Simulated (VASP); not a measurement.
Here is a VASP 6.6.1 calculation.

The input INCAR:

```
SYSTEM = TePt
PREC = Accurate
ENCUT = 520
EDIFF = 1E-6
ISMEAR = 0
SIGMA = 0.1
LREAL = .False.
LASPH = .True.
NELM = 100
ALGO = Fast
ISIF = 2
LWAVE = .False.
LCHARG = .True.
GGA = PS
LELF = .True.
LVHAR = .True.
NBANDS = 24
```

File KPOINTS:

```
Automatic mesh
0
Gamma
  12 12 12
  0 0 0
```

Contents of POSCAR:

```
TePt
1.0
    2.0838149383      1.2030911156      6.9048242430
   -2.0838149383      1.2030911156      6.9048242430
    0.0000000000     -2.4061822312      6.9048242430
Te Pt
2 2
Direct
    0.6030326213      0.6030326213      0.6030326213
    0.3969673787      0.3969673787      0.3969673787
    0.8653576552      0.8653576552      0.8653576552
    0.1346423448      0.1346423448      0.1346423448
```

Potentials or basis: VASP PAW PBE potentials, release 64 (Te, Pt).

Command:

```bash
$ cat potpaw_PBE.64/Te/POTCAR potpaw_PBE.64/Pt/POTCAR > POTCAR
$ mpirun -np 1 vasp_std > vasp.out
```

(1) What does it give for the pressure?

(2) What does it give for the band gap on the k mesh?

(3) What does it give for the largest force?

## Answers

(1) -14.7 GPa.

(2) none (metal or under the smearing width).

(3) 1.814 eV/Å.

Caveat: the PAW data sets were made with another functional, which shifts forces and pressure a little.
